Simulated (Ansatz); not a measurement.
# The perfect armchair graphene nanoribbon (N = 14, H edges), part 3 of 3

Wanted: the relaxed geometry and the bands of the armchair graphene nanoribbon (N = 14, H edges).

Ansatz 0.2.0; DFT PBE, plane waves, PAW; relaxation of a wire's period (the session's first sound run).

So far, band gap (eV): step 3 (the perfect wire, PBE) 0.140; step 4 (LDA PBE, k-mesh 1×1×15) 0.142; step 5 (PBEsol PBE, k-mesh 1×1×15) 0.140; step 6 (r2SCAN PBE, cutoff 500 eV, k-mesh 1×1×15) 0.148.

### Step 8. Strain along the wire, period over the relaxed period 1.06

This step: DFT PBE, plane waves, PAW; relaxation at a fixed period (Ansatz 0.2.0).

The period is set to 1.06 times the relaxed one and the atoms relax within it: strain changes bond lengths and angles, which shifts the bands against each other. Against the first PBE run of this kind, the mesh along the wire has 14 points against 19.

The cell differs from the one that the last finished run ended in (c 4.286 → 4.543 Å).

Input file input.yaml:

```yaml
crystal:
  lattice:
    - [24.84, 0.0, 0.0]
    - [0.0, 7.0, 0.0]
    - [0.0, 0.0, 4.5427494979]
  atoms:
    - { symbol: C, position: [0.178473199, 0.5, 0.006866331] }
    - { symbol: C, position: [0.276547641, 0.5, 0.999856386] }
    - { symbol: C, position: [0.375954735, 0.5, 0.999928919] }
    - { symbol: C, position: [0.475192736, 0.5, 0.000232979] }
    - { symbol: C, position: [0.574461106, 0.5, 5.6713e-05] }
    - { symbol: C, position: [0.673629585, 0.5, 0.000663787] }
    - { symbol: C, position: [0.773002805, 0.5, 0.99903191] }
    - { symbol: C, position: [0.178473199, 0.5, 0.326467003] }
    - { symbol: C, position: [0.276547641, 0.5, 0.333476948] }
    - { symbol: C, position: [0.375954735, 0.5, 0.333404415] }
    - { symbol: C, position: [0.475192736, 0.5, 0.333100354] }
    - { symbol: C, position: [0.574461106, 0.5, 0.333276621] }
    - { symbol: C, position: [0.673629585, 0.5, 0.332669546] }
    - { symbol: C, position: [0.773002805, 0.5, 0.334301423] }
    - { symbol: H, position: [0.860089522, 0.5, 0.386778471] }
    - { symbol: H, position: [0.139910478, 0.5, 0.446554862] }
    - { symbol: C, position: [0.226997195, 0.5, 0.49903191] }
    - { symbol: C, position: [0.326370415, 0.5, 0.500663787] }
    - { symbol: C, position: [0.425538894, 0.5, 0.500056713] }
    - { symbol: C, position: [0.524807264, 0.5, 0.500232979] }
    - { symbol: C, position: [0.624045265, 0.5, 0.499928919] }
    - { symbol: C, position: [0.723452359, 0.5, 0.499856386] }
    - { symbol: C, position: [0.821526801, 0.5, 0.506866331] }
    - { symbol: C, position: [0.226997195, 0.5, 0.834301423] }
    - { symbol: C, position: [0.326370415, 0.5, 0.832669546] }
    - { symbol: C, position: [0.425538894, 0.5, 0.833276621] }
    - { symbol: C, position: [0.524807264, 0.5, 0.833100354] }
    - { symbol: C, position: [0.624045265, 0.5, 0.833404415] }
    - { symbol: C, position: [0.723452359, 0.5, 0.833476948] }
    - { symbol: C, position: [0.821526801, 0.5, 0.826467003] }
    - { symbol: H, position: [0.139910478, 0.5, 0.886778471] }
    - { symbol: H, position: [0.860089522, 0.5, 0.946554862] }
kpoints:
  mp_grid: { grid: [1, 1, 14] }
  band_path: { path: ["Γ", Z], npoints: 50 }
scf:
  occupations: { method: fermi_dirac, width: 0.05 }
hamiltonian:
  xc: pbe
relax:
  max_steps: 40
  f_tol: 0.02
output:
  stress: true
```

Command:

```bash
> ansatz run input.yaml --threads 4 --pin off --max-ram 16384MiB --backend cpu --events-out ev --progress --plain --runs-dir out
```

Numbers of over 12 decimals in the logs are rounded to 6 here.

The log of the run:

```text
Warning: output.stress: scf.convergence.dr2_threshold = 1e-7 eV (the SCF's general default) is looser than the 3.2e-9 eV advised for a printed stress (1e-10 eV for each atom of the cell: 32). What an SCF threshold leaves in a stress goes as its square root, and in the free energy as the threshold itself, and one threshold admits the most on a small cell: [figures from the program's tests cut] Every solve of this run  [...]
[...]
Crystal: 32 atoms, lattice volume = 789.893 Å³
Basis set: ecut = 420 eV, 15455 PW (Γ), exchange–correlation on 360×96×64 points (8 copies of the dense FFT grid, shifted against one another)
Bands: 90, of which v1, the nominal top of the filled ones, is band 58 counted from 1 (57 counted from 0)
Symmetry: 8 space group operations
[...]
k-points: 8 of 14
[...]
SCF iter   1: F=—  HF=-7086.970543 eV  |F-HF|=—  |Δ(HF+E_count)|=         —  Δρ=2.50e-3  dr2=1.41e-1  ethr=1.77e-3  ⟨swp⟩=9.9  Hψ=4094  notcnv=0  defer=124
[...]
SCF iter   7: F=-7086.945199 eV  HF=-7086.945201 eV  |F-HF|=1.39e-6  |Δ(HF+E_count)|=   1.10e-5  Δρ=1.52e-5  dr2=2.78e-6  ethr=8.62e-9  ⟨swp⟩=4.0  Hψ=2094  notcnv=0
SCF 1 converged in 7 iterations: F = -7086.945199 eV  dr2 = 2.78e-6
[...]
relax step   1: F+E_penalty+E_count = -7086.94519913 eV  Δ(F+E_penalty+E_count) = +0.000e0 eV  max|allowed force component| = 1.227e0 eV/Å  Δτ_max = 0.0000 Å  (7 SCF iters, dr2 threshold 1.00e-5 eV, accepted)
[...]
SCF iter   6: F=-7087.155308 eV  HF=-7087.155319 eV  |F-HF|=1.09e-5  |Δ(HF+E_count)|=   5.67e-5  Δρ=7.05e-5  dr2=3.44e-5  ethr=8.11e-8  ⟨swp⟩=3.1  Hψ=2399  notcnv=0
SCF 2 converged in 6 iterations: F = -7087.155308 eV  dr2 = 3.44e-5
[...]
relax step   2: F+E_penalty+E_count = -7087.15530783 eV  Δ(F+E_penalty+E_count) = -2.101e-1 eV  max|allowed force component| = 4.003e-1 eV/Å  Δτ_max = 0.0819 Å  (6 SCF iters, dr2 threshold 9.41e-5 eV, accepted)
SCF iter   1: F=—  HF=-7087.179490 eV  |F-HF|=—  |Δ(HF+E_count)|=         —  Δρ=2.34e-3  dr2=2.68e-2  ethr=1.86e-4  ⟨swp⟩=4.0  Hψ=1533  notcnv=0  defer=202
[...]
SCF iter   6: F=-7087.173572 eV  HF=-7087.173572 eV  |F-HF|=1.93e-7  |Δ(HF+E_count)|=   1.90e-6  Δρ=1.81e-5  dr2=2.38e-6  ethr=8.63e-9  ⟨swp⟩=4.0  Hψ=2082  notcnv=0
SCF 3 converged in 6 iterations: F = -7087.173572 eV  dr2 = 2.38e-6
[...]
relax step   3: F+E_penalty+E_count = -7087.17357202 eV  Δ(F+E_penalty+E_count) = -1.826e-2 eV  max|allowed force component| = 4.549e-2 eV/Å  Δτ_max = 0.0279 Å  (6 SCF iters, dr2 threshold 1.00e-5 eV, accepted)
SCF iter   1: F=—  HF=-7087.173434 eV  |F-HF|=—  |Δ(HF+E_count)|=         —  Δρ=1.50e-4  dr2=1.23e-4  ethr=6.26e-7  ⟨swp⟩=2.8  Hψ=1435  notcnv=0  defer=202
[...]
SCF iter   5: F=-7087.173839 eV  HF=-7087.173839 eV  |F-HF|=6.75e-9  |Δ(HF+E_count)|=   1.75e-7  Δρ=4.22e-6  dr2=8.45e-8  ethr=8.62e-11  ⟨swp⟩=4.0  Hψ=2479  notcnv=0
SCF 4 converged in 5 iterations: F = -7087.173839 eV  dr2 = 8.45e-8
relax step   4: F+E_penalty+E_count = -7087.17383855 eV  Δ(F+E_penalty+E_count) = -2.665e-4 eV  max|allowed force component| = 1.805e-2 eV/Å  Δτ_max = 0.0010 Å  (5 SCF iters, accepted)
[...]
the band table was solved once a step of the walk had ended and its energy, with any forces and stress, was formed, with the checks that follow a solve (5275 applications of the Hamiltonian). They found nothing against the state; the energy, forces and stress were not computed again (output.eigenvalues in the input reference)
[...]
SCF converged after 5 iterations
Free energy (F): -7087.173839 eV
[...]
Internal energy: -7087.173569 eV  (E = F + TS)
E sigma→0 (E₀):  -7087.173704 eV
Entropy (-TS):   -0.000269 eV (-0.008 meV/atom)
Fermi energy:    -0.560263 eV
[...]
--- Forces (eV/Å), atoms counted from 1 ---
  atom   1  C      0.00011879     0.00000000    -0.01282083
  atom   2  C     -0.00158427     0.00000000     0.00621322
  atom   3  C     -0.00629464    -0.00000000    -0.01805185
  atom   4  C      0.00944434     0.00000000    -0.01465524
  atom   5  C      0.00204020     0.00000000     0.00809538
  atom   6  C     -0.00723227    -0.00000000    -0.01532071
  atom   7  C     -0.00062154     0.00000000     0.00769132
  atom   8  C      0.00011879     0.00000000     0.01282083
  atom   9  C     -0.00158427     0.00000000    -0.00621322
  atom  10  C     -0.00629464     0.00000000     0.01805185
  atom  11  C      0.00944434     0.00000000     0.01465524
  atom  12  C      0.00204020     0.00000000    -0.00809538
  atom  13  C     -0.00723227    -0.00000000     0.01532071
  atom  14  C     -0.00062154     0.00000000    -0.00769132
  atom  15  H      0.00247242     0.00000000     0.00309937
  atom  16  H     -0.00247242     0.00000000    -0.00309937
  atom  17  C      0.00062154     0.00000000     0.00769132
  atom  18  C      0.00723227     0.00000000    -0.01532071
  atom  19  C     -0.00204020     0.00000000     0.00809538
  atom  20  C     -0.00944434     0.00000000    -0.01465524
  atom  21  C      0.00629464    -0.00000000    -0.01805185
  atom  22  C      0.00158427     0.00000000     0.00621322
  atom  23  C     -0.00011879     0.00000000    -0.01282083
  atom  24  C      0.00062154     0.00000000    -0.00769132
  atom  25  C      0.00723227     0.00000000     0.01532071
  atom  26  C     -0.00204020     0.00000000    -0.00809538
  atom  27  C     -0.00944434    -0.00000000     0.01465524
  atom  28  C      0.00629464     0.00000000     0.01805185
  atom  29  C      0.00158427     0.00000000    -0.00621322
  atom  30  C     -0.00011879     0.00000000     0.01282083
  atom  31  H     -0.00247242     0.00000000     0.00309937
  atom  32  H      0.00247242     0.00000000    -0.00309937
  max |Σ_I F_I| component: 2.17e-18 eV/Å
--- Stress (GPa, compression-positive) ---
        0.010629       0.000000       0.000000
        0.000000       0.136581       0.000000
        0.000000       0.000000     -16.262782
  P = ⅓ Tr σ = -5.3719 GPa (-53.719 kbar)
--- Band table (eV; the first three rows and the last of 8) ---
  k-point 0: bands = [... 54 lower, -2.3146, -1.7110, -1.2503, -0.8557, -0.2649, 0.2287, 0.4311, 0.8487, ... 28 higher]
  k-point 1: bands = [... 54 lower, -2.3139, -1.8979, -1.3378, -1.1804, 0.0592, 0.3019, 0.6311, 1.0314, ... 28 higher]
  k-point 2: bands = [... 54 lower, -2.3230, -2.3221, -1.6810, -1.5643, 0.4876, 0.5597, 1.0985, 1.3166, ... 28 higher]
  k-point 7: bands = [... 54 lower, -3.2484, -3.2484, -2.6480, -2.6480, 1.3041, 1.3041, 2.0579, 2.0579, ... 28 higher]
--- Relaxed structure (4 steps of the walk, 4 accepted, 0 SCFs on fresh bases) ---
  F+E_penalty+E_count = -7087.17383855 eV   max|allowed force component| = 1.805e-2 eV/Å
  atoms:
    - { symbol: C, position: [0.182025, 0.5, 0.012185] }
    - { symbol: C, position: [0.278504, 0.5, 1.000675] }
    - { symbol: C, position: [0.376968, 0.5, 0.999832] }
    - { symbol: C, position: [0.475480, 0.5, 0.000343029] }
    - { symbol: C, position: [0.573805, 0.5, 0.00107851] }
    - { symbol: C, position: [0.672020, 0.5, 0.00103048] }
    - { symbol: C, position: [0.770776, 0.5, 0.999036] }
    - { symbol: C, position: [0.182025, 0.5, 0.321149] }
    - { symbol: C, position: [0.278504, 0.5, 0.332658] }
    - { symbol: C, position: [0.376968, 0.5, 0.333501] }
    - { symbol: C, position: [0.475480, 0.5, 0.332990] }
    - { symbol: C, position: [0.573805, 0.5, 0.332255] }
    - { symbol: C, position: [0.672020, 0.5, 0.332303] }
    - { symbol: C, position: [0.770776, 0.5, 0.334297] }
    - { symbol: H, position: [0.857328, 0.5, 0.405521] }
    - { symbol: H, position: [0.142672, 0.5, 0.427812] }
    - { symbol: C, position: [0.229224, 0.5, 0.499036] }
    - { symbol: C, position: [0.327980, 0.5, 0.501030] }
    - { symbol: C, position: [0.426195, 0.5, 0.501079] }
    - { symbol: C, position: [0.524520, 0.5, 0.500343] }
    - { symbol: C, position: [0.623032, 0.5, 0.499832] }
    - { symbol: C, position: [0.721496, 0.5, 0.500675] }
    - { symbol: C, position: [0.817975, 0.5, 0.512185] }
    - { symbol: C, position: [0.229224, 0.5, 0.834297] }
    - { symbol: C, position: [0.327980, 0.5, 0.832303] }
    - { symbol: C, position: [0.426195, 0.5, 0.832255] }
    - { symbol: C, position: [0.524520, 0.5, 0.832990] }
    - { symbol: C, position: [0.623032, 0.5, 0.833501] }
    - { symbol: C, position: [0.721496, 0.5, 0.832658] }
    - { symbol: C, position: [0.817975, 0.5, 0.821149] }
    - { symbol: H, position: [0.142672, 0.5, 0.905521] }
    - { symbol: H, position: [0.857328, 0.5, 0.927812] }
```

It took 61 s on 4 threads of Arm Neoverse V2, shared host; peak memory 2.7 GiB; 4 min of CPU time.

The steps of the relaxation:

```csv
step,energy less that of the first step (eV),largest force component (eV/Å)
1,0.0000,1.2271
2,-0.2101,0.4003
3,-0.2284,0.0455
4,-0.2286,0.0181
```

The run keeps the 8 symmetry operations that it works with, so distortions that break them were not tested.

The atoms that moved most (Å):

```csv
atom,dx,dy,dz,length
H15,-0.069,0.000,0.085,0.109
H31,0.069,0.000,0.085,0.109
H32,-0.069,0.000,-0.085,0.109
H16,0.069,0.000,-0.085,0.109
C8,0.088,0.000,-0.024,0.091
C30,-0.088,0.000,-0.024,0.091
C1,0.088,0.000,0.024,0.091
C23,-0.088,0.000,0.024,0.091
```

Final coordinates:

```xyz
32
Lattice="24.8400 0.0000 0.0000 0.0000 7.0000 0.0000 0.0000 0.0000 4.5427" Properties=species:S:1:pos:R:3
C     4.5215    3.5000    0.0554
C     6.9180    3.5000    4.5458
C     9.3639    3.5000    4.5420
C    11.8109    3.5000    0.0016
C    14.2533    3.5000    0.0049
C    16.6930    3.5000    0.0047
C    19.1461    3.5000    4.5384
C     4.5215    3.5000    1.4589
C     6.9180    3.5000    1.5112
C     9.3639    3.5000    1.5150
C    11.8109    3.5000    1.5127
C    14.2533    3.5000    1.5094
C    16.6930    3.5000    1.5096
C    19.1461    3.5000    1.5186
H    21.2960    3.5000    1.8422
H     3.5440    3.5000    1.9434
C     5.6939    3.5000    2.2670
C     8.1470    3.5000    2.2761
C    10.5867    3.5000    2.2763
C    13.0291    3.5000    2.2729
C    15.4761    3.5000    2.2706
C    17.9220    3.5000    2.2744
C    20.3185    3.5000    2.3267
C     5.6939    3.5000    3.7900
C     8.1470    3.5000    3.7809
C    10.5867    3.5000    3.7807
C    13.0291    3.5000    3.7841
C    15.4761    3.5000    3.7864
C    17.9220    3.5000    3.7826
C    20.3185    3.5000    3.7303
H     3.5440    3.5000    4.1136
H    21.2960    3.5000    4.2148
```

Numbers from this step:

```
energy at zero smearing : -7087.1737 eV
band gap                : 0.5908 eV
```

Electronic bands along the path, in eV, zero at the Fermi level:

```csv
point,band 55,band 56,band 57,band 58,band 59,band 60,band 61,band 62
Γ,-1.75,-1.15,-0.69,-0.30,0.30,0.79,0.99,1.41
halfway,-2.48,-1.94,-1.74,-1.47,1.43,1.72,1.93,2.51
Z,-2.69,-2.69,-2.09,-2.09,1.86,1.86,2.62,2.62
```

The gap is 0.591 eV, against 0.140 eV under PBE at the relaxed period.

### Step 9. Strain along the wire, period over the relaxed period 1.03

The period is set to 1.03 times the relaxed one and the atoms relax within it: strain changes bond lengths and angles, which shifts the bands against each other. Against the first PBE run of this kind, the mesh along the wire has 14 points against 19.

The cell differs from the one that the last finished run ended in (c 4.543 → 4.414 Å).

Edit input.yaml of step 8 so:

```diff
@@ -4,3 +4,3 @@
     - [0.0, 7.0, 0.0]
-    - [0.0, 0.0, 4.5427494979]
+    - [0.0, 0.0, 4.4141811158]
   atoms:
```

The log of the run:

```text
[...]
Crystal: 32 atoms, lattice volume = 767.538 Å³
Basis set: ecut = 420 eV, 15031 PW (Γ), exchange–correlation on 360×96×60 points (8 copies of the dense FFT grid, shifted against one another)
Bands: 90, of which v1, the nominal top of the filled ones, is band 58 counted from 1 (57 counted from 0)
Symmetry: 8 space group operations
[...]
- { symbol: H, position: [0.858457, 0.5, 0.396047] }
    - { symbol: H, position: [0.141543, 0.5, 0.437286] }
[...]
- { symbol: C, position: [0.524621, 0.5, 0.832906] }
    - { symbol: C, position: [0.623461, 0.5, 0.833320] }
    - { symbol: C, position: [0.722302, 0.5, 0.832745] }
    - { symbol: C, position: [0.819495, 0.5, 0.823923] }
    - { symbol: H, position: [0.141543, 0.5, 0.896047] }
    - { symbol: H, position: [0.858457, 0.5, 0.937286] }
[key lines of the parts left out:]
SCF converged after 5 iterations
Free energy (F): -7088.932023 eV
Fermi energy:    -0.391135 eV
P = ⅓ Tr σ = -2.8620 GPa (-28.620 kbar)
```

Elapsed: 60 s, on 4 threads; peak memory 2.7 GiB.

The steps of the relaxation:

```csv
step,energy less that of the first step (eV),largest force component (eV/Å)
1,0.0000,0.7264
2,-0.0612,0.1994
3,-0.0669,0.0325
4,-0.0670,0.0158
```

The run keeps the 8 symmetry operations that it works with, so distortions that break them were not tested.

The atoms that moved most (Å):

```csv
atom,dx,dy,dz,length
H31,0.041,0.000,0.041,0.058
H15,-0.041,0.000,0.041,0.058
H16,0.041,0.000,-0.041,0.058
H32,-0.041,0.000,-0.041,0.058
C30,-0.050,0.000,-0.011,0.052
C8,0.050,0.000,-0.011,0.052
C23,-0.050,0.000,0.011,0.052
C1,0.050,0.000,0.011,0.052
```

Final coordinates:

```cif
data_structure
_symmetry_space_group_name_H-M 'P 1'
_symmetry_Int_Tables_number 1
_cell_length_a 24.8400
_cell_length_b 7.0000
_cell_length_c 4.4142
_cell_angle_alpha 90.000
_cell_angle_beta 90.000
_cell_angle_gamma 90.000
_cell_volume 767.54
loop_
_atom_site_label
_atom_site_type_symbol
_atom_site_fract_x
_atom_site_fract_y
_atom_site_fract_z
_atom_site_occupancy
C1 C 0.18050 0.50000 0.00941 1
C2 C 0.27770 0.50000 0.00059 1
C3 C 0.37654 0.50000 0.00001 1
C4 C 0.47538 0.50000 0.00043 1
C5 C 0.57408 0.50000 0.00085 1
C6 C 0.67267 0.50000 0.00099 1
C7 C 0.77169 0.50000 0.99914 1
C8 C 0.18050 0.50000 0.32392 1
C9 C 0.27770 0.50000 0.33275 1
C10 C 0.37654 0.50000 0.33332 1
C11 C 0.47538 0.50000 0.33291 1
C12 C 0.57408 0.50000 0.33248 1
C13 C 0.67267 0.50000 0.33235 1
C14 C 0.77169 0.50000 0.33420 1
H15 H 0.85846 0.50000 0.39605 1
H16 H 0.14154 0.50000 0.43729 1
C17 C 0.22831 0.50000 0.49914 1
C18 C 0.32733 0.50000 0.50099 1
C19 C 0.42592 0.50000 0.50085 1
C20 C 0.52462 0.50000 0.50043 1
C21 C 0.62346 0.50000 0.50001 1
C22 C 0.72230 0.50000 0.50059 1
C23 C 0.81950 0.50000 0.50941 1
C24 C 0.22831 0.50000 0.83420 1
C25 C 0.32733 0.50000 0.83235 1
C26 C 0.42592 0.50000 0.83248 1
C27 C 0.52462 0.50000 0.83291 1
C28 C 0.62346 0.50000 0.83332 1
C29 C 0.72230 0.50000 0.83275 1
C30 C 0.81950 0.50000 0.82392 1
H31 H 0.14154 0.50000 0.89605 1
H32 H 0.85846 0.50000 0.93729 1
```

Numbers from this step:

| Quantity | Value |
| --- | --- |
| energy at zero smearing | -7088.9302 eV |
| band gap | 0.2545 eV |

The electronic bands at the labelled points (eV, zero at the Fermi level):

```csv
point,band 55,band 56,band 57,band 58,band 59,band 60,band 61,band 62
Γ,-1.66,-0.98,-0.89,-0.13,0.13,0.88,0.95,1.34
halfway,-2.53,-2.03,-1.89,-1.61,1.47,1.79,1.93,2.56
Z,-2.85,-2.85,-2.27,-2.27,1.88,1.88,2.62,2.62
```

The gap is 0.254 eV, against 0.140 eV under PBE at the relaxed period.

### Step 10. A varied input: scf.lower_state_search = "off"

This step: DFT LDA, plane waves, PAW; bands of a perfect wire at the PBE geometry; changed: scf.lower_state_search = "off" (Ansatz 0.2.0).

The atoms of the band run (LDA) are kept and the input is varied, to see whether the result depends on it.

Edit input.yaml of step 9 so:

```diff
@@ -4,3 +4,3 @@
     - [0.0, 7.0, 0.0]
-    - [0.0, 0.0, 4.4141811158]
+    - [0.0, 0.0, 4.2856127338]
   atoms:
@@ -39,3 +39,3 @@
 kpoints:
-  mp_grid: { grid: [1, 1, 14] }
+  mp_grid: { grid: [1, 1, 15] }
   band_path: { path: ["Γ", Z], npoints: 50 }
@@ -43,8 +43,4 @@
   occupations: { method: fermi_dirac, width: 0.05 }
+  lower_state_search: "off"
 hamiltonian:
-  xc: pbe
-relax:
-  max_steps: 40
-  f_tol: 0.02
-output:
-  stress: true
+  xc: lda
```

The log of the run:

```text
[...]
Crystal: 32 atoms, lattice volume = 745.182 Å³
Basis set: ecut = 420 eV, 14595 PW (Γ)
Bands: 90, of which v1, the nominal top of the filled ones, is band 58 counted from 1 (57 counted from 0)
Symmetry: 8 space group operations
[...]
k-points: 8 of 15
[...]
SCF iter   1: F=—  HF=-6864.275447 eV  |F-HF|=—  |Δ(HF+E_count)|=         —  Δρ=4.60e-3  dr2=1.98e-1  ethr=1.77e-3  ⟨swp⟩=10.2  Hψ=4318  notcnv=0  defer=131
[...]
SCF iter   8: F=-6864.241934 eV  HF=-6864.241934 eV  |F-HF|=1.65e-8  |Δ(HF+E_count)|=   7.76e-7  Δρ=2.06e-6  dr2=1.89e-8  ethr=8.62e-11  ⟨swp⟩=27.0  Hψ=5013  notcnv=0
SCF 1 converged in 8 iterations: F = -6864.241934 eV  dr2 = 1.89e-8
[...]
SCF converged after 8 iterations
Free energy (F): -6864.241934 eV
[...]
Internal energy: -6864.235341 eV  (E = F + TS)
E sigma→0 (E₀):  -6864.238638 eV
Entropy (-TS):   -0.006594 eV (-0.206 meV/atom)
Fermi energy:    -0.471692 eV
[...]
--- Band table (eV; the first three rows and the last of 8) ---
  k-point 0: bands = [... 54 lower, -1.9337, -1.5719, -1.2694, -0.5425, -0.4009, 0.2774, 0.6389, 0.7896, ... 28 higher]
  k-point 1: bands = [... 54 lower, -2.1272, -1.6273, -1.5153, -1.0081, 0.0519, 0.5308, 0.6636, 1.0040, ... 28 higher]
  k-point 2: bands = [... 54 lower, -2.5762, -2.0343, -1.7709, -1.5429, 0.5520, 0.7389, 1.0561, 1.5220, ... 28 higher]
  k-point 7: bands = [... 54 lower, -3.6399, -3.3335, -3.0018, -2.8683, 1.2843, 1.4364, 1.9128, 2.2750, ... 28 higher]
```

It took 42 s on 4 threads; peak memory 2.5 GiB.

This step gave:

```yaml
energy_at_zero_smearing: -6864.2386 eV
band_gap: 0.1415 eV
```

It took 42 s against 42 s for the run it varies.

The band gap stays within 0.2 % plus 0.001 of the run it varies.

Against step 4 (now other search for a lower state), the band gap stays at 0.142 eV and the free energy stays within 0.05 meV an atom.

### Step 11. Outcome

```yaml
cell_length_pbe: 4.286 Å
gap_pbe: 0.140 eV
gap_lda: 0.142 eV
gap_pbesol: 0.140 eV
gap_r2scan: 0.148 eV
gap_period_scaled_by_1p06: 0.591 eV
gap_period_scaled_by_1p03: 0.254 eV
```

What this shows: Under PBE the cell's length is 4.29 Å, and a gap of 0.14 eV makes it a semiconductor. At the relaxed period the wire is gapped under every functional, from 0.14 eV (PBE) to 0.15 eV (r2SCAN). Weak screening in one dimension makes quasiparticle gaps larger than the semilocal gaps, as a rule. Strain matters: under PBE the gap goes from 0.14 eV to 0.254 eV at 1.03 times the period and 0.591 eV at 1.06 times the period. Where the gap is under about 0.35 eV, the smearing of 0.05 eV partly fills the band edges in the SCF.

[Logs are printed without paths, hosts, clocks, repeated set-up lines and the standing remarks that a program may print on its own settings, such as how far it seeks lower states.]

[Hosts, paths, dates, database ids (printed as entryN), source tags and the programs' standing remarks are cut or masked in the printed files.]
